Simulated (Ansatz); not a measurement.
# CaO: the cost of one run

Computed with Ansatz 0.2.0 (DFT PBE, scalar-relativistic, plane waves, PAW, unless a step's input says otherwise).

### Step 1. The system as given

It takes space group P-6m2 (No. 187, hexagonal). Conventional cell: a = 2.799 Å, b = 2.799 Å, c = 4.430 Å, α = 90.00°, β = 90.00°, γ = 120.00°. Ca (site symmetry -6m2) is surrounded by 6 O at 2.74 Å and 6 Ca at 2.80 Å. Around O (site symmetry -6m2) lie 6 Ca at 2.74 Å and 6 O at 2.80 Å.

As a file:

```cif
data_structure
_symmetry_space_group_name_H-M 'P-6m2'
_symmetry_Int_Tables_number 187
_cell_length_a 2.7985
_cell_length_b 2.7985
_cell_length_c 4.4295
_cell_angle_alpha 90.000
_cell_angle_beta 90.000
_cell_angle_gamma 120.000
_cell_volume 30.04
loop_
_atom_site_label
_atom_site_type_symbol
_atom_site_symmetry_multiplicity
_atom_site_Wyckoff_symbol
_atom_site_fract_x
_atom_site_fract_y
_atom_site_fract_z
_atom_site_occupancy
Ca1 Ca 1 a 0.00000 0.00000 0.00000 1
O1 O 1 d 0.33333 0.66667 0.50000 1
```

A structure generator made this guess: species swapped into a database cell of TcRu (P-6m2, No. 187), with Ca on the Tc sites and O on the Ru sites. The dimensions are guesses.

### Step 2. The guess as it stands, on a coarse mesh

Input file input.yaml:

```yaml
crystal:
  lattice:
    - [2.79854272, 0.0, 0.0]
    - [-1.39927136, 2.42360909, 0.0]
    - [0.0, 0.0, 4.42951487]
  atoms:
    - { symbol: Ca, position: [0.0, 0.0, 0.0] }
    - { symbol: O, position: [0.33333333, 0.66666667, 0.5] }
basis:
  ecutwfc: 420
kpoints:
  mp_grid: { grid: [6, 6, 4] }
hamiltonian:
  xc: pbe
scf:
  occupations: { method: gaussian, width: 0.1 }
  lower_state_search: "off"
output:
  forces: true
  stress: true
  eigenvalues: true
```

Launch:

```sh
$ ansatz run input.yaml --threads 1 --pin off --max-ram 2560MiB --backend cpu --events-out ev --progress --plain --runs-dir out
```

Q: Estimate wall time and peak memory on 1 thread of AMD EPYC (Zen 3), shared host.

About 2.5 s, with a peak of 0.29 GiB.
